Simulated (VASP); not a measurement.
PbSe, 2 atoms in the cell. Symmetry: Pm-3m, No. 221, cubic system. Conventional cell: a = 3.784 Å, b = 3.784 Å, c = 3.784 Å, α = 90.00°, β = 90.00°, γ = 90.00°. Around Pb (site symmetry m-3m) lie 8 Se at 3.28 Å. Se (site symmetry m-3m) is surrounded by 8 Pb at 3.28 Å. Measurements of this composition are mostly on another form, of space group No. 225.

| Quantity | Value |
| --- | --- |
| Program | VASP 6.6.1 |
| Task | single point |
| Functional | PBE |
| Potentials or basis | VASP PAW PBE potentials, release 64 (Pb_d_GW, Se_GW) |
| Cutoff | 500 eV |
| k mesh | 4 × 4 × 4 |
| Occupations | gaussian, width 0.02 eV |
| Spin | no spin polarisation |
| Further INCAR settings | ALGO = Normal; EDIFF = 1e-06 |

Potentials or basis: VASP PAW PBE potentials, release 64 (Pb_d_GW, Se_GW).

Launch:

```console
$ cat potpaw_PBE.64/Pb_d_GW/POTCAR potpaw_PBE.64/Se_GW/POTCAR > POTCAR
$ mpirun -np 1 vasp_std > vasp.out
```

Hardware: 1 thread of Intel(R) Xeon(R) Platinum 8175M CPU @ 2.50GHz (Skylake/Cascade Lake) (shared host).

**Question.** Estimate the wall time of this run.

**Answer.** It took 17 s on 1 thread of Intel(R) Xeon(R) Platinum 8175M CPU @ 2.50GHz (Skylake/Cascade Lake) (shared host), peak memory 0.16 GiB. Counts: scf iterations 13, k points 10.
